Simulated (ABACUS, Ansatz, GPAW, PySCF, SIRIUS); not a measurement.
Cost and result for the equilibrium volume of PbS

**What was measured.** The equilibrium volume of PbS (Galena) (Fm-3m) is reported as 26.15 Å³/atom at 300 K (a printed reference work). The runs below try to reproduce it.

It takes space group Fm-3m (No. 225, cubic). The conventional cell has a = 5.931 Å, b = 5.931 Å, c = 5.931 Å, α = 90.00°, β = 90.00°, γ = 90.00°. Pb (site symmetry m-3m) is surrounded by 6 S at 2.97 Å. S (site symmetry m-3m) has 6 Pb at 2.97 Å as nearest neighbours.

| rung | level | program and potentials | cutoff (eV) | k mesh | smearing | task | core time | chip | equilibrium volume (Å³/atom) | miss | notes |
| --- | --- | --- | --- | --- | --- | --- | --- | --- | --- | --- | --- |
| GGA + dispersion | PBEsol+D4 | Ansatz, all-electron LAPW, scalar-relativistic | - | 8 × 8 × 8 | fermi-dirac 0.05 | relaxation of cell and atoms | 22 s | Arm Neoverse V2 | 25.15 | -3.8 % | - |
| non-local van der Waals functional | vdW-DF-cx | GPAW, GPAW PAW data sets (gpaw-data 1.2.1) | 600 | 6 × 6 × 6 | fermi-dirac 0.05 | equation of state | 30 s | AMD EPYC 9R45 Zen 5 | 26.03 | -0.5 % | potentials made for PBE |
| GGA | SOGGA | GPAW, PAW data sets generated for this functional | 600 | 6 × 6 × 6 | fermi-dirac 0.05 | equation of state | 39 s | Intel Xeon 6975P-C Granite Rapids | 25.50 | -2.5 % | - |
| GGA + dispersion | PBE+D3(zero damping) | GPAW, GPAW PAW data sets (gpaw-data 1.2.1) | 600 | 6 × 6 × 6 | fermi-dirac 0.05 | equation of state | 80 s | Intel Xeon Platinum 8488C Sapphire Rapids | 26.51 | +1.4 % | - |
| GGA | PBE | ABACUS, PseudoDojo NC SR 0.4.1 PBE standard, plane waves | 857 | 8 × 8 × 8 | fermi-dirac 0.05 | equation of state | 3.2 min | Intel Xeon Platinum 8559C Emerald Rapids | 27.12 | +3.7 % | - |
| GGA | PBEsol | GPAW, PAW data sets generated for this functional | 600 | 8 × 8 × 8 | fermi-dirac 0.05 | equation of state | 3.3 min | Arm Neoverse N1 | 25.60 | -2.1 % | - |
| GGA | PBEsol | SIRIUS, PseudoDojo 0.4.1 PBEsol standard (scalar relativistic) | 765 | 8 × 8 × 8 | fermi-dirac 0.05 | equation of state | 7 min | Arm Neoverse N1 | 25.72 | -1.6 % | - |
| GGA | PBEsol | PySCF, DZVP-MOLOPT-SR/GTH-PBE (potentials made for PBE) | - | 5 × 5 × 5 | fermi-dirac 0.05 | equation of state | 9.5 min | Intel Xeon 6975P-C Granite Rapids | 26.34 | +0.7 % | coarse mesh; atomic basis; potentials made for PBE |
| GGA | PBEsol | PySCF, DZVP-MOLOPT-SR/GTH-PBE (potentials made for PBE) | - | 6 × 6 × 6 | fermi-dirac 0.05 | equation of state | 15 min | Intel Xeon Platinum 8259CL Skylake/Cascade Lake | 26.42 | +1.0 % | atomic basis; potentials made for PBE |

Times are single runs on shared hosts and different chips, so they are rough; meshes, cutoffs and the tasks' sizes weigh on the time. All rows: no spin polarisation. Smearing widths are in eV. Meshes differ between rows, which moves values too. Meshes are those of the run's cell of 2 atoms unless a note names another. Relaxations start from the cell shown or near it and stop with a little pressure left. Misses use the values as printed. Runs on faulty files, with rough fits or with known faults for this quantity aren't shown. No row holds spin-orbit coupling.

By rung: GGA + dispersion 25.15 to 26.51; GGA 25.50 to 27.12; non-local van der Waals functional 26.03; GGA on coarse meshes 26.34; GGA in atomic bases 26.42 (Å³/atom). Measured: 26.15 Å³/atom at 300 K (a printed reference work). Closest, coarse meshes and atomic bases left aside, is vdW-DF-cx (-0.5 %), and PBE misses by +3.7 % on plain settings. The runs are for a static lattice, while measurements hold temperature and zero-point motion.
